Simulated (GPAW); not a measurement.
# A GW chain in GPAW: KCl (Sylvite), part 2 of 2

Wanted: ground state, empty states, screening and self-energy for KCl (Sylvite).

GPAW 26.7.0; PBE and many-body steps on it, plane waves. Known limits of the many-body steps: not at the basis limit.

So far. Step 3 (Bands along the symmetry lines): The gap is 5.194 eV, as in the run before at this level. Step 4 (Empty states on the mesh, 4×4×4 mesh, 745 bands): On this mesh the gap is 5.194 eV.

## 5. Screening and self-energy, 4×4×4 mesh, 341 bands, screening to 180 eV

G0W0 replaces the xc potential by the self-energy, built once from these orbitals. Only a window of levels is corrected, while the sums run over the empty bands that the input names.

This step: G0W0 on PBE, plane waves, PAW.

File run.py:

```python
import json
import numpy as np
from gpaw.mpi import world
from gpaw.response.g0w0 import G0W0

gw = G0W0('full.gpw',
    filename='gw',
    kpts=[0],
    bands=(6, 10),
    ecut=180,
    nbands=341,
    integrate_gamma='WS',
    ppa=True)
gw.calculate()
res = {mode: {k: v for k, v in r.items() if k != 'sigma_eskwn'}
       for mode, r in gw.all_results.items()}

if world.rank == 0:
    with open('result.json', 'w') as f:
        json.dump(res, f, default=lambda x: x.tolist())
```

Run with:

```console
mpirun -n 4 gpaw python run.py
```

Numbers of over 12 decimals in the logs are rounded to 6 here.

The log of the run:

```text
Using integrator: PointIntegrator
FrequencyGridDescriptor(from 0.000+0.000j to 0.000+27.211j eV, 2 points)
Nonperiodic BCs:  [False False False]
Using integrator: PointIntegrator
FrequencyGridDescriptor(from 0.000+0.000j to 0.000+27.211j eV, 2 points)
Nonperiodic BCs:  [False False False]
  ___  _ _ _
 |   || | | |
 | | || | | |
 |__ ||_____|
 |___|

BZ k-points: Symmetries present (total): 48

  [... matrices ...]
64 k-points: 4 x 4 x 4 Monkhorst-Pack grid + [1/8,1/8,1/8]
8 k-points in the irreducible part of the Brillouin zone
       k-points in crystal coordinates                weights
   0:     0.00000000    0.00000000    0.00000000          1/64
   1:     0.25000000    0.25000000    0.00000000          6/64
   2:     0.25000000    0.25000000    0.25000000          8/64
   3:     0.50000000    0.25000000   -0.25000000          6/64
   4:     0.50000000    0.25000000    0.25000000         12/64
   5:     0.50000000    0.50000000    0.00000000          3/64
   6:     0.50000000    0.50000000    0.25000000         24/64
   7:     0.50000000    0.50000000    0.50000000          4/64

Distributing spins, k-points and bands (1 x 1 x 4) over 4 processes
Number of blocks: 1

Quasi particle states:
k-points (IBZ indices): [0]
Band range: (6, 10)
  [... matrices ...]
Computational parameters:
Plane wave cut-off: 180 eV
Number of bands: 341
Coulomb cutoff: None
Broadening: 0.1 eV

fxc modes: GW
Kernel: RPA
Using Godby-Needs plasmon-pole approximation:
  Fitting energy: i*E0, E0 = 1.000 Hartree
Summing all q:

Calculating screened Coulomb potential
No Coulomb truncation
FrequencyGridDescriptor(from 0.000+0.000j to 0.000+27.211j eV, 2 points)
Removing empty qpoint cache files...

Calculating chi0 body with:
    Ground state adapter containing:
    Number of spins: 1
    Number of kpoints: 64
    Number of irreducible kpoints: 8
    Number of completely occupied states: 8
    Number of partially occupied states: 8
    Occupied states memory: 1.6875 M / cpu

    Linear response parametrization:
    q_c: [0.0, 0.0, 0.0]
    Number of frequency points: 2
    Planewave cutoff: 180.0
    Number of bands: 341
    Number of planewaves: 331
    Broadening (eta): 1e-06
    comm.size: 4
    kncomm.size: 4
    blockcomm.size: 1

    Memory estimate of potentially large arrays:
        chi0_wGG: 3.343536 M / cpu
Integrating chi0 body.

Symmetries of q_c:
    Direct symmetries (Uq -> q): 48
    Indirect symmetries (TUq -> q): 0
In total 48 allowed symmetries.

  [... matrices ...]
8 groups of equivalent kpoints. 87.5% reduction.

Integral kind: response function
Integrating chi0 head and wings.

Symmetries of q_c:
    Direct symmetries (Uq -> q): 48
    Indirect symmetries (TUq -> q): 0
In total 48 allowed symmetries.

  [... matrices ...]
8 groups of equivalent kpoints. 87.5% reduction.

Integral kind: response function wings

Calculating chi0 body with:
    Ground state adapter containing:
    Number of spins: 1
    Number of kpoints: 64
    Number of irreducible kpoints: 8
    Number of completely occupied states: 8
    Number of partially occupied states: 8
    Occupied states memory: 1.6875 M / cpu

    Linear response parametrization:
[... the further q-points ...]

Results:
f:      Occupation numbers
eps:     KS-eigenvalues [eV]
vxc:     KS vxc [eV]
exx:     Exact exchange [eV]
sigma:   Self-energies [eV]
dsigma:  Self-energy derivatives
Z:       Renormalization factors
qp:      QP-energies [eV]

k-point 0 (0): (0.000, 0.000, 0.000)                GW
band       f     eps     vxc     exx   sigma  dsigma       Z      qp
                                                                   GW
   6   1.000  -0.329 -16.355 -20.768   1.713  -0.226   0.816  -2.532
   7   1.000  -0.329 -16.355 -20.768   1.713  -0.226   0.816  -2.532
   8   0.000   4.865  -7.907  -4.229  -2.948  -0.138   0.878   5.506
   9   0.000   8.030  -9.268  -4.312  -3.103  -0.143   0.875   9.652
```

The job ended after 2 min (4 MPI ranks of Arm Neoverse V1, shared host; peak memory 1.6 GiB).

Numbers from this step:

- G0W0 gap on the points computed: 8.038 eV
- least direct G0W0 gap on the computed points: 8.038 eV
- Z at the valence top: 0.8160
- Z at the conduction bottom: 0.8785
- starting gap on the mesh: 5.194 eV
- k of the valence top: 0, 0, 0
- k of the conduction bottom: 0, 0, 0

The gap on the mesh goes from 5.19 eV to 8.04 eV, a correction of +2.84 eV.

Limits: finite bands, cutoff and mesh. v1 is the top filled band, c1 the lowest empty one. Levels before and after the correction, in eV, zero at the valence-band top of each column:

|  | conduction bottom | valence top |
| --- | --- | --- |
| Kohn-Sham | 5.19 | 0.00 |
| G0W0 | 8.04 | 0.00 |

|  | level | energy (eV) |
| --- | --- | --- |
| Kohn-Sham | Γ v2-v1 | 0.000 |
| Kohn-Sham | Γ c1 | 5.194 |
| Kohn-Sham | Γ c2 | 8.359 |
| G0W0 | Γ v2-v1 | 0.000 |
| G0W0 | Γ c1 | 8.038 |
| G0W0 | Γ c2 | 12.183 |

## 6. Where the time went

Times are wall times on 4 MPI ranks of Arm Neoverse V1, shared host, good to a factor of about two.

| step | time | share | memory (GiB) |
| --- | --- | --- | --- |
| ground state | 7.2 s | 5 % | 0.62 |
| bands along the symmetry lines | 10 s | 7 % | 0.66 |
| empty states on the mesh | 13 s | 9 % | 1.3 |
| screening and self-energy | 2 min | 80 % | 1.6 |

## 7. Summary of results

```json
{
  "PBE gap": "5.19 eV, direct",
  "G0W0 gap on the mesh": "8.04 eV",
  "GW settings": "4×4×4 mesh, 341 bands, screening to 180 eV, Godby-Needs plasmon pole",
  "known limits": "not at the basis limit"
}
```

**Reading.** G0W0 moves the gap on the mesh from 5.19 eV to 8.04 eV (+2.84 eV), with Z of 0.82 and 0.88 at the edges. Only 1 of the mesh's irreducible points was corrected, so a valley elsewhere could overtake. The dearest step here is «screening and self-energy». Bands and cutoff are finite, so the gap is not at the basis limit. The miss can reach some tenths of an eV and take either sign; the mesh is an error of its own. These stock PAW sets were not made for GW. In the G0W0 run levels were corrected at 1 k point alone, so a gap called «on the mesh» is the least over those, and an edge elsewhere would be missed.

[Paths, hosts, dates, memory and timing lines, banners, echoed tables and standing remarks are left out of the program output.]

[Logs are printed without paths, hosts, clocks, repeated set-up lines and the standing remarks that a program may print on its own settings, such as how far it seeks lower states.]

[Runs of the session that timed out or met a known fault of the program may be left out.]

[Hosts, paths, dates, database ids (printed as entryN), source tags and the programs' standing remarks are cut or masked in the printed files.]
